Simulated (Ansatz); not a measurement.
## Al under changes of volume

One of the cells (16.603 Å³/atom); the others are scaled copies at fixed shape and fractional positions:

```
Al
1.0
     0.00000    2.02481    2.02481
     2.02481    0.00000    2.02481
     2.02481    2.02481    0.00000
Al
1
Cartesian
  0.0000 0.0000 0.0000
```

```yaml
Program: Ansatz 0.2.0
Functional: PBE
Potentials_or_basis: Ansatz PAW
Cutoff: "420 eV (not typed: the program's choice for these potentials)"
k_mesh: 11 × 11 × 11
Occupations: fermi-dirac, width 0.05 eV
Spin: no spin polarisation
```

| volume (Å³/atom) | energy over the lowest point (meV/atom) | pressure (GPa) |
| --- | --- | --- |
| 15.607 | 13.43 | 5.1 |
| 15.939 | 5.12 | 3.0 |
| 16.271 | 0.77 | 1.2 |
| 16.603 | 0.00 | -0.4 |
| 16.935 | 2.45 | -1.9 |
| 17.267 | 7.76 | -3.2 |
| 17.599 | ? | ? |

Task: What does the run at 17.599 Å³/atom give?

Result: Energy over the lowest point 15.64 meV/atom; pressure -4.4 GPa.

Worked out: A Birch-Murnaghan fit of order 3 (a polynomial in V^(-2/3)) to the other rows has its minimum at 16.51 Å³/atom with B0 = V·E''(V) = 79 GPa and B' = 4.3. It gives 15.67 meV/atom at 17.599 Å³/atom, against the run's 15.64, and -dE/dV = -4.4 GPa, against -4.4.

Energies are extrapolated to zero smearing.
